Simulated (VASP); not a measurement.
# CuAu (P4/mmm) in VASP: notebook, part 2 of 2

VASP 6.6.1.

### 8 Phonons, PBE

This run uses another cell than the first one, of 14.56 Å³/atom, 0.997 times its volume.

POSCAR reads:

```
CuAu
1.0
    2.8107494552      0.0000000000      0.0000000000
    0.0000000000      2.8107494552      0.0000000000
    0.0000000000      0.0000000000      3.6850000000
Au Cu
1 1
Direct
    0.0000000000      0.0000000000      0.0000000000
    0.5000000000      0.5000000000      0.5000000000
```

INCAR.step1 reads:

```
SYSTEM = CuAu
PREC = Accurate
ENCUT = 600
EDIFF = 1E-8
ISMEAR = -1
SIGMA = 0.05
LREAL = .False.
LASPH = .True.
NELM = 80
ALGO = Normal
ISIF = 3
LWAVE = .False.
LCHARG = .False.
GGA = PE
IBRION = 2
NSW = 40
EDIFFG = -0.002
KPAR = 2
```

INCAR.step2 reads:

```
SYSTEM = CuAu
PREC = Accurate
ENCUT = 600
EDIFF = 1E-8
ISMEAR = -1
SIGMA = 0.05
LREAL = .False.
LASPH = .True.
NELM = 80
ALGO = Normal
ISIF = 2
LWAVE = .False.
LCHARG = .False.
GGA = PE
IBRION = 6
NFREE = 2
POTIM = 0.015
NSW = 1
KPAR = 2
```

KPOINTS reads:

```
regular mesh
0
Gamma
  10 10 8
  0 0 0
```

Potentials or basis: VASP PAW PBE potentials, release 64 (Au, Cu).

Started as:

```bash
> cat potpaw_PBE.64/Au/POTCAR potpaw_PBE.64/Cu/POTCAR > POTCAR
> cp INCAR.step1 INCAR
> mpirun -np 2 vasp_std > vasp.out
> cp CONTCAR POSCAR
> cp INCAR.step2 INCAR
> mpirun -np 2 vasp_std > vasp.out
```

OUTCAR:

```text
SYSTEM = CuAu
   PREC = Accurate
   ENCUT = 600
   EDIFF = 1E-8
   ISMEAR = -1
   LREAL = .False.
   LASPH = .True.
   NELM = 80
   ISIF = 2
   GGA = PE
   IBRION = 6
   NFREE = 2
   POTIM = 0.015
   NSW = 1

 ion  position               nearest neighbor table
   1  0.000  0.000  0.000-   2 2.72   2 2.72   2 2.72   2 2.72   2 2.72   2 2.72   2 2.72   2 2.72

   2  0.500  0.500  0.500-   1 2.72   1 2.72   1 2.72   1 2.72   1 2.72   1 2.72   1 2.72   1 2.72

  LATTYP: Found a simple tetragonal cell.
 ALAT       =     2.9107918687
 C/A-ratio  =     1.2188434012

  Lattice vectors:

 A1 = (   2.9107918687,   0.0000000000,   0.0000000000)
 A2 = (   0.0000000000,   2.9107918687,   0.0000000000)
[... 923 lines left out ...]
  -------------------------------------------------------------------------------------
  Total        0.0041009      0.0041009      0.0016282      0.0000000      0.0000000      0.0000000
  in kB        0.2185798      0.2185798      0.0867839      0.0000000      0.0000000      0.0000000
  external PRESSURE =       0.1746478 kB  Pullay stress =       0.0000000 kB
[... 17 lines left out ...]
  FREE ENERGIE OF THE ION-ELECTRON SYSTEM (eV)
  ---------------------------------------------------
  free  energy   TOTEN  =        -7.0709604744 eV

  energy  without entropy=       -7.0682443995  energy(sigma->0) =       -7.06960244

 INTERNAL STRAIN TENSORS FROM DISPLACED ATOMS
 ============================================

 INTERNAL STRAIN TENSOR FOR ION    1 for displacements in x,y,z  (eV/Angst):
          X           Y           Z          XY          YZ          ZX
  --------------------------------------------------------------------------------
  x     0.00000     0.00000     0.00000     0.00000     0.00000     0.00000
  y     0.00000     0.00000     0.00000     0.00000     0.00000     0.00000
  z     0.00000     0.00000     0.00000     0.00000     0.00000     0.00000

 INTERNAL STRAIN TENSOR FOR ION    2 for displacements in x,y,z  (eV/Angst):
          X           Y           Z          XY          YZ          ZX
  --------------------------------------------------------------------------------
  x     0.00000     0.00000     0.00000     0.00000     0.00000     0.00000
  y     0.00000     0.00000     0.00000     0.00000     0.00000     0.00000
  z     0.00000     0.00000     0.00000     0.00000     0.00000     0.00000

 Eigenvectors and eigenvalues of the dynamical matrix
 ----------------------------------------------------

   1 f  =    5.512745 THz    34.637600 2PiTHz  183.885387 cm-1    22.798872 meV
             X         Y         Z           dx          dy          dz
      0.000000  0.000000  0.000000    -0.000000   -0.000000   -0.494709
      1.455396  1.455396  1.773900     0.000000    0.000000    0.869059
[... 21 lines left out ...]
   6 f/i=    0.005196 THz     0.032646 2PiTHz    0.173313 cm-1     0.021488 meV
             X         Y         Z           dx          dy          dz
      0.000000  0.000000  0.000000    -0.000000   -0.000000   -0.869059
      1.455396  1.455396  1.773900     0.000000    0.000000   -0.494709

 ELASTIC MODULI CONTR FROM IONIC RELAXATION (kBar)
 Direction    XX          YY          ZZ          XY          YZ          ZX
 --------------------------------------------------------------------------------
 XX           0.0000      0.0000      0.0000      0.0000      0.0000      0.0000
 YY           0.0000      0.0000      0.0000      0.0000      0.0000      0.0000
 ZZ           0.0000      0.0000      0.0000      0.0000      0.0000      0.0000
 XY           0.0000      0.0000      0.0000      0.0000      0.0000      0.0000
 YZ           0.0000      0.0000      0.0000      0.0000      0.0000      0.0000
 ZX           0.0000      0.0000      0.0000      0.0000      0.0000      0.0000
 --------------------------------------------------------------------------------
```

OSZICAR.step1:

```text
N       E                     dE             d eps       ncg     rms          rms(c)
DAV:   1     0.139877818132E+03    0.13988E+03   -0.12158E+04  3245   0.231E+03
DAV:   2    -0.261083005947E+01   -0.14249E+03   -0.13601E+03  3234   0.359E+02
DAV:   3    -0.796446074214E+01   -0.53536E+01   -0.52170E+01  3955   0.785E+01
[... 136 lines left out ...]
DAV:   2    -0.707138071254E+01    0.82658E-05   -0.91138E-06  4446   0.568E-02    0.129E-02
DAV:   3    -0.707137743948E+01    0.32731E-05   -0.62779E-06  4548   0.772E-02    0.642E-03
DAV:   4    -0.707137696732E+01    0.47216E-06   -0.29456E-06  3732   0.631E-02    0.194E-03
DAV:   5    -0.707137694740E+01    0.19927E-07   -0.18873E-07  4663   0.108E-02    0.107E-03
DAV:   6    -0.707137694063E+01    0.67657E-08   -0.89400E-09  1631   0.245E-03
  13 F= -.70713769E+01 E0= -.70700199E+01  d E =-.669843E-05
```

Run time: 7 min. Hardware: 2 MPI ranks of Intel Xeon Platinum 8259CL at 2.50GHz (Skylake/Cascade Lake), shared host; peak memory 0.37 GiB.

Results:

* Relaxed volume: 15.03 Å³/atom
* Relaxed cell: a = 2.911 Å, b = 2.911 Å, c = 3.548 Å, α = 90.00°, β = 90.00°, γ = 90.00°
* Space group after relaxing (to 0.05 Å): P4/mmm (No. 123)
* Highest phonon frequency at Γ, LO-TO splitting left out: 184 cm⁻¹

The path:
```
step  energy change (eV)  largest force (eV/Å)  pressure (GPa)  volume (Å³)
   1              0.0000                0.0000            4.86        29.11
   2             -0.0032                0.0000           -3.96        31.01
   3             -0.0147                0.0000           -0.13        30.09
   4             -0.0159                0.0000           -0.12        30.09
   5             -0.0189                0.0000            0.00        30.07
   6             -0.0234                0.0000            0.25        30.01
   7             -0.0234                0.0000            0.28        30.00
   8             -0.0225                0.0000           -1.09        30.29
   9             -0.0234                0.0000            0.02        30.05
  10             -0.0234                0.0000            0.02        30.05
  11             -0.0234                0.0000            0.00        30.06
  12             -0.0234                0.0000           -0.01        30.06
  13             -0.0234                0.0000           -0.02        30.06
```

Final structure:
```xyz
2
Lattice="2.9108 0.0000 0.0000 0.0000 2.9108 0.0000 0.0000 0.0000 3.5478" Properties=species:S:1:pos:R:3 pbc="T T T"
Au    0.0000    0.0000    0.0000
Cu    1.4554    1.4554    1.7739
```

Phonon frequencies in cm⁻¹ (negative: imaginary):
```
              q point        frequencies
(0.000, 0.000, 0.000)  0 0 0 144 144 184
```

### 9 For comparison

An earlier run on the cell as given: functional PBEsol; potentials or basis VASP PAW PBE potentials, release 64 (Au, Cu); cutoff 520 eV; k mesh 9 × 9 × 7; occupations fermi-dirac, width 0.05 eV; no spin polarisation.

* Pressure: -3.9 GPa
* Band gap on the k mesh: none (metal or under the smearing width)
